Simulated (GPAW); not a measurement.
MoS2:

```xyz
3
Lattice="3.2275 0.0000 0.0000 -1.6137 2.7951 0.0000 0.0000 0.0000 6.3125" Properties=species:S:1:pos:R:3 pbc="T T T"
Mo    0.0000    0.0000    3.1562
S     1.6137    0.9317    4.7008
S     0.0000    1.8634    1.6117
```

Measurements of this composition are mostly on another form, of space group No. 194.

* Program: GPAW 26.7.0
* Task: relaxation of cell and atoms
* Functional: PBEsol
* Dispersion: D4
* Potentials or basis: PAW data sets generated in the run's folder for this functional
* Cutoff: 600 eV
* Basis: pw
* k mesh: 9 × 9 × 4
* Occupations: fermi-dirac, width 0.05 eV
* Spin: no spin polarisation

At the start: pressure -5.4 GPa; volume 18.98 Å³/atom.

**Question.** How do energy, volume and symmetry change on relaxing?

**Answer.** Over 13 steps the energy falls by 48.1 meV/atom and the volume is 16.25 Å³/atom (-14.4 %); space group P-3m1 (No. 164, to 0.05 Å).

The path:
| step | energy change (eV) | largest force (eV/Å) | pressure (GPa) | volume (Å³) |
| --- | --- | --- | --- | --- |
| 1 | 0.0000 | 0.0247 | -5.39 | 56.94 |
| 2 | -0.0172 | 0.1494 | -4.31 | 56.43 |
| 3 | -0.0638 | 0.6443 | 0.86 | 53.87 |
| 4 | -0.0766 | 0.5997 | 1.28 | 53.27 |
| 5 | -0.1049 | 0.1619 | 0.50 | 51.72 |
| 6 | -0.1063 | 0.0589 | -0.11 | 51.71 |
| 7 | -0.1075 | 0.0050 | -0.63 | 51.77 |
| 8 | -0.1101 | 0.0982 | -1.36 | 51.71 |
| 9 | -0.1163 | 0.2304 | -2.31 | 51.32 |
| 10 | -0.1280 | 0.3647 | -3.02 | 50.26 |
| 11 | -0.1367 | 0.3436 | -2.54 | 49.02 |
| 12 | -0.1421 | 0.1842 | -1.37 | 48.89 |
| 13 | -0.1442 | 0.0053 | 0.04 | 48.75 |

Final structure:
```xyz
3
Lattice="3.1435 0.0000 0.0000 -1.5718 2.7224 0.0000 0.0000 0.0000 5.6961" Properties=species:S:1:pos:R:3 pbc="T T T"
Mo    0.0000    0.0000    2.8480
S     1.5718    0.9075    4.4193
S     0.0000    1.8149    1.2768
```

Caveat: later steps reuse the first step's grids.
